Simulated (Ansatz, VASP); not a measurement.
**Sb in VASP and in Ansatz**

POSCAR

```
Sb
1.0
    3.1600000000      0.0000000000      0.0000000000
    0.0000000000      3.1600000000      0.0000000000
    0.0000000000      0.0000000000      3.1600000000
Sb
1
Direct
    0.0000000000      0.0000000000      0.0000000000
```

Contents of INCAR.step1:

```
ALGO = Normal
EDIFF = 1E-4
ENCUT = 520
GGA = PE
ISMEAR = 0
LASPH = T
LCHARG = F
LREAL = F
LWAVE = T
NBANDS = 8
NELM = 60
PREC = Accurate
SIGMA = 0.15
```

INCAR.step2

```
ALGO = Normal
EDIFF = 1E-6
ENCUT = 520
ISIF = 2
ISMEAR = 0
ISTART = 1
LASPH = T
LCHARG = F
LMIXTAU = T
LREAL = F
LWAVE = F
METAGGA = R2SCAN
NBANDS = 8
NELM = 60
PREC = Accurate
SIGMA = 0.15
```

Contents of KPOINTS:

```
k-points
0
Gamma
  16 16 16
```

Input for Ansatz:

```yaml
crystal:
  lattice:
    - [3.16, 0.0, 0.0]
    - [0.0, 3.16, 0.0]
    - [0.0, 0.0, 3.16]
  atoms:
    - { symbol: Sb, position: [0.0, 0.0, 0.0] }
basis:
  ecutwfc: 500
kpoints:
  mp_grid: { grid: [16, 16, 16] }
hamiltonian:
  xc: r2scan
scf:
  occupations: { method: gaussian, width: 0.15 }
output:
  forces: true
  stress: true
  eigenvalues: true
```

This isn't the form of Sb at room conditions, which is rhombohedral.

Alike in both runs: task single point; functional r2SCAN; k mesh 16 × 16 × 16; occupations gaussian, width 0.15 eV; no spin polarisation.

|  | VASP | Ansatz |
| --- | --- | --- |
| version | VASP 6.6.1 | Ansatz 0.2.0 |
| potentials or method | VASP PAW PBE potentials, release 64 (Sb) | scalar-relativistic, plane waves, PAW |
| plane-wave cutoff (eV) | 520 | 500 |
| valence electrons in the cell | 5 | 15 |

```tsv
	VASP	Ansatz	Ansatz less VASP
gap on the k mesh at the Fermi level (eV)	none	none	-
pressure (GPa)	-3.8	-3.8	+0.02
```

A gap of «none» marks a metal or a gap that the smearing closes. The functional is the same, so the differences come from potentials, cutoffs and numerics. The two sets of potentials don't hold the same shells in valence.

Caveats: the PAW data sets were made with another functional, which shifts forces and pressure a little (VASP). The runs have no spin-orbit coupling, so splittings on Sb are missing.
